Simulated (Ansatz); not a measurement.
The system is CuI (Marshite).

```xyz
2
Lattice="0.0000 3.0315 3.0315 3.0315 0.0000 3.0315 3.0315 3.0315 0.0000" Properties=species:S:1:pos:R:3 pbc="T T T"
I     0.0000    0.0000    0.0000
Cu    4.5473    4.5473    4.5473
```

Base run:

| Quantity | Value |
| --- | --- |
| Program | Ansatz 0.2.0 |
| Functional | PBEsol |
| Potentials or basis | all-electron LAPW, scalar-relativistic |
| Cutoff | 283 eV (chosen from the basis error) |
| Basis error allowed | 0.001 eV/atom |
| k mesh | 8 × 8 × 8 |
| Occupations | fermi-dirac, width 0.05 eV |
| Spin | no spin polarisation |
| Hubbard terms | Cu d U = 8 eV |

Its results: band gap on the k mesh 2.14 eV, direct; pressure -1.2 GPa.

**Question.** After a change of settings the same cell gave: band gap on the k mesh 1.40 eV, direct; pressure -2.2 GPa. Which change was it?
A. potentials or basis from all-electron LAPW, scalar-relativistic to all-electron LAPW, inner shells corrected to Dirac's equation; hubbard terms from Cu d U = 8 eV to none
B. potentials or basis from all-electron LAPW, scalar-relativistic to all-electron PAW datasets made for the crystal; hubbard terms from Cu d U = 8 eV to none
C. hubbard terms from Cu d U = 8 eV to Cu d U = 2 eV
D. hubbard terms from Cu d U = 8 eV to none

**Answer.** C.

Caveats: U is the effective U less J, on atomic orbitals that reach past the spheres; spin-orbit coupling is left out, which moves the levels of the heavy elements.

The runs don't all hold the same shells in valence.
